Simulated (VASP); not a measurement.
# GaAs (F-43m) in VASP: a series of runs, part 2 of 2

VASP 6.6.1.

## 3. Band structure, HSE06

Input file POSCAR:

```
GaAs
1.0
    0.0000000000      2.8268500000      2.8268500000
    2.8268500000      0.0000000000      2.8268500000
    2.8268500000      2.8268500000      0.0000000000
As Ga
1 1
Direct
    0.7500000000      0.7500000000      0.7500000000
    0.0000000000      0.0000000000      0.0000000000
```

Input file INCAR.step1:

```
SYSTEM = GaAs
ALGO = Normal
EDIFF = 1E-5
ENCUT = 520
GGA = PE
ISIF = 2
ISMEAR = -1
LASPH = .TRUE.
LCHARG = .FALSE.
LREAL = .FALSE.
LWAVE = .TRUE.
NELM = 60
PREC = Accurate
SIGMA = 0.05
```

Input file INCAR.step2:

```
SYSTEM = GaAs
ALGO = Normal
EDIFF = 1E-6
ENCUT = 520
GGA = PE
HFSCREEN = 0.2
ISIF = 2
ISMEAR = -1
ISTART = 1
LASPH = .TRUE.
LCHARG = .FALSE.
LHFCALC = .TRUE.
LREAL = .FALSE.
LWAVE = .FALSE.
NELM = 60
PREC = Accurate
PRECFOCK = Fast
SIGMA = 0.05
```

Input file KPOINTS:

```
k-points
0
G
  4 4 4
  0 0 0
```

Input file KPOINTS_OPT:

```
path GXWKGLUWLK,UX
8
line-mode
reciprocal
 0.0000000000  0.0000000000  0.0000000000  G
 0.5000000000  0.0000000000  0.5000000000  X

 0.5000000000  0.0000000000  0.5000000000  X
 0.5000000000  0.2500000000  0.7500000000  W

 0.5000000000  0.2500000000  0.7500000000  W
 0.3750000000  0.3750000000  0.7500000000  K

 0.3750000000  0.3750000000  0.7500000000  K
 0.0000000000  0.0000000000  0.0000000000  G

 0.0000000000  0.0000000000  0.0000000000  G
 0.5000000000  0.5000000000  0.5000000000  L

 0.5000000000  0.5000000000  0.5000000000  L
 0.6250000000  0.2500000000  0.6250000000  U

 0.6250000000  0.2500000000  0.6250000000  U
 0.5000000000  0.2500000000  0.7500000000  W

 0.5000000000  0.2500000000  0.7500000000  W
 0.5000000000  0.5000000000  0.5000000000  L

 0.5000000000  0.5000000000  0.5000000000  L
 0.3750000000  0.3750000000  0.7500000000  K

 0.6250000000  0.2500000000  0.6250000000  U
 0.5000000000  0.0000000000  0.5000000000  X
```

Potentials or basis: VASP PAW PBE potentials, release 64 (As, Ga_d).

Launch:

```console
cat potpaw_PBE.64/As/POTCAR potpaw_PBE.64/Ga_d/POTCAR > POTCAR
cp INCAR.step1 INCAR
mpirun -np 1 vasp_std > vasp.out
cp INCAR.step2 INCAR
mpirun -np 1 vasp_std > vasp.out
```

Wall time 15 min (1 thread of AMD EPYC 9R45 (Zen 5), shared host); peak memory 0.25 GiB.

Results (log left out):

```yaml
Free_energy: -9.7412 eV
Pressure: 1.3 GPa
Band_gap_on_the_k_mesh: 1.49 eV, direct
Band_gap_along_the_path: 1.49 eV, direct
```

Levels at the corners of the path, in eV from the valence-band top:
```
point  band 6  band 7  band 8  band 9  band 10  band 11  band 12  band 13
    Γ  -13.94    0.00    0.00    0.00     1.49     4.57     4.57     4.57
    X  -11.19   -7.37   -2.90   -2.90     2.11     2.38    11.55    11.57
    X  -11.19   -7.37   -2.90   -2.90     2.11     2.38    11.55    11.55
    W  -11.13   -7.15   -3.81   -3.58     5.49     5.66     6.43     6.89
    W  -11.13   -7.15   -3.81   -3.58     5.49     5.66     6.43     6.89
    K  -11.24   -7.15   -4.16   -2.44     2.68     5.54     9.12     9.21
    K  -11.24   -7.15   -4.16   -2.44     2.68     5.54     9.12     9.22
    Γ  -13.94    0.00    0.00    0.00     1.49     4.57     4.57     4.57
    Γ  -13.94    0.00    0.00    0.00     1.49     4.57     4.57     4.57
    L  -12.02   -7.19   -1.23   -1.23     1.82     5.49     5.49     8.69
    L  -12.02   -7.19   -1.23   -1.23     1.82     5.49     5.49     8.69
    U  -11.24   -7.15   -4.16   -2.44     2.68     5.54     9.13     9.22
    U  -11.24   -7.15   -4.16   -2.44     2.68     5.54     9.12     9.22
    W  -11.13   -7.15   -3.81   -3.58     5.49     5.66     6.43     6.89
    W  -11.13   -7.15   -3.81   -3.58     5.49     5.66     6.43     6.89
    L  -12.02   -7.19   -1.23   -1.23     1.82     5.49     5.49     8.69
    L  -12.02   -7.19   -1.23   -1.23     1.82     5.49     5.49     8.69
    K  -11.24   -7.15   -4.16   -2.44     2.68     5.54     9.12     9.21
    U  -11.24   -7.15   -4.16   -2.44     2.68     5.54     9.12     9.22
    X  -11.19   -7.37   -2.90   -2.90     2.11     2.38    11.55    11.56
```

Caveat: the k mesh is coarse (spacing up to 0.48 Å⁻¹), so the values aren't converged, least of all with exact exchange; the PAW data sets were made with another functional, which shifts forces and pressure a little.

## 4. Band structure, r2SCAN

Input file INCAR:

```
SYSTEM = GaAs
ALGO     = Normal         ! electronic algorithm
EDIFF    = 1E-6           ! SCF threshold, eV
ENCUT    = 520            ! plane-wave cutoff, eV
ISIF     = 2              ! what is computed and relaxed
ISMEAR   = -1             ! smearing method
LASPH    = .True.         ! aspherical terms in the spheres
LCHARG   = .False.        ! write CHGCAR
LMIXTAU  = .True.       
LREAL    = .False.        ! projectors in reciprocal space
LWAVE    = .False.        ! write WAVECAR
METAGGA  = R2SCAN         ! meta-GGA
NBANDS   = 16             ! bands
NELM     = 80             ! most SCF steps
PREC     = Accurate       ! precision mode
SIGMA    = 0.05           ! smearing width, eV
```

Input file KPOINTS:

```
k-points
0
Gamma
  8 8 8
  0 0 0
```

POSCAR is that of step 3.

KPOINTS_OPT: that of step 3 with these lines changed.

```diff
@@ -1,3 +1,3 @@
 path GXWKGLUWLK,UX
-8
+15
 line-mode
```

Launch:

```console
cat potpaw_PBE.64/As/POTCAR potpaw_PBE.64/Ga_d/POTCAR > POTCAR
mpirun -np 1 vasp_std > vasp.out
```

Wall time 4.4 min (1 thread of Intel Xeon Platinum 8375C at 2.90GHz (Ice Lake), shared host); peak memory 0.18 GiB.

It converged, with:

| Item | Value |
| --- | --- |
| Free energy | -27.0526 eV |
| Pressure | 0.6 GPa |
| Band gap on the k mesh | 1.00 eV, direct |
| Band gap along the path | 1.00 eV, direct |

Levels at the corners of the path, in eV from the valence-band top:
```
point  band 7  band 8  band 9  band 10  band 11  band 12
    Γ    0.00    0.00    0.00     1.00     4.04     4.04
    X   -6.99   -2.78   -2.78     1.76     1.95    10.86
    X   -6.99   -2.78   -2.78     1.76     1.95    10.86
    W   -6.80   -3.64   -3.43     5.02     5.06     5.91
    W   -6.80   -3.64   -3.43     5.02     5.06     5.91
    K   -6.80   -3.97   -2.34     2.27     5.02     8.54
    K   -6.80   -3.97   -2.34     2.27     5.02     8.54
    Γ    0.00    0.00    0.00     1.00     4.04     4.04
    Γ    0.00    0.00    0.00     1.00     4.04     4.04
    L   -6.82   -1.18   -1.18     1.36     4.99     4.99
    L   -6.82   -1.18   -1.18     1.36     4.99     4.99
    U   -6.80   -3.97   -2.34     2.27     5.02     8.54
    U   -6.80   -3.97   -2.34     2.27     5.02     8.54
    W   -6.80   -3.64   -3.43     5.02     5.06     5.91
    W   -6.80   -3.64   -3.43     5.02     5.06     5.91
    L   -6.82   -1.18   -1.18     1.36     4.99     4.99
    L   -6.82   -1.18   -1.18     1.36     4.99     4.99
    K   -6.80   -3.97   -2.34     2.27     5.02     8.54
    U   -6.80   -3.97   -2.34     2.27     5.02     8.54
    X   -6.99   -2.78   -2.78     1.76     1.95    10.86
```

Caveat: the PAW data sets were made with another functional, which shifts forces and pressure a little.

## 5. The reference run

An earlier run on the cell as given: functional PBEsol; potentials or basis VASP PAW PBE potentials, release 64 (As, Ga_d); cutoff 520 eV; k mesh 8 × 8 × 8; occupations fermi-dirac, width 0.05 eV; no spin polarisation.

* Pressure: 0.3 GPa
* Band gap on the k mesh: 0.46 eV, direct

## 6. Summary

```csv
task,level,potentials or basis,k mesh,cutoff (eV),grid for exact exchange (PRECFOCK),screening parameter,ladder,mesh quality,gap on the mesh (eV),pressure (GPa)
band structure,PBE,"VASP PAW PBE potentials, release 54 (As, Ga)",8 × 8 × 8,500,-,-,-,not flagged,0.58,4.0
band structure,HSE06,"VASP PAW PBE potentials, release 64 (As, Ga_d)",4 × 4 × 4,520,Fast,0.2 1/A,-,coarse,1.49,1.3
band structure,r2SCAN,"VASP PAW PBE potentials, release 64 (As, Ga_d)",8 × 8 × 8,520,-,-,-,not flagged,1.00,0.6
single point,PBEsol,"VASP PAW PBE potentials, release 64 (As, Ga_d)",8 × 8 × 8,520,-,-,free,not flagged,0.46,0.3
```

Alike in all rows: no spin polarisation; cell as given; smearing fermi-dirac 0.05 eV.

Caveats: some runs use coarse meshes; the PAW data sets were made with another functional, which shifts forces and pressure a little (some runs).

Absolute energies hang on the potentials; compare differences alone.

## 7. Against experiment

Step 2. A measured gap of GaAs is 1.412 eV (direct; 300 K; “Evidence of valence band perturbations in GaAsN/GaAs(001): A combined variable-angle spectroscopic ellipsometry and modulated photoreflectance investigation”, 2008, arxiv:0805.2212); the calculated 0.58 eV misses it by -0.83 eV. 3 values of this kind are on record (1.412 to 1.51 eV); this one was drawn at random among those near their median, those with a stated uncertainty first. Spin-orbit coupling on As, Ga is left out. The value is that of PBE, without temperature or zero-point motion. Semilocal functionals fall short of measured gaps as a rule.

Step 4. Against the measured gap of GaAs, 1.418 eV (direct; 300 K; “Evidence of valence band perturbations in GaAsN/GaAs(001): A combined variable-angle spectroscopic ellipsometry and modulated photoreflectance investigation”, 2008, arxiv:0805.2212), the calculated 1.00 eV is off by -0.42 eV. 3 values of this kind are on record (1.412 to 1.51 eV); this one was drawn at random among those near their median, those with a stated uncertainty first. Spin-orbit coupling on As, Ga is left out. The value is that of r2SCAN, without temperature or zero-point motion.
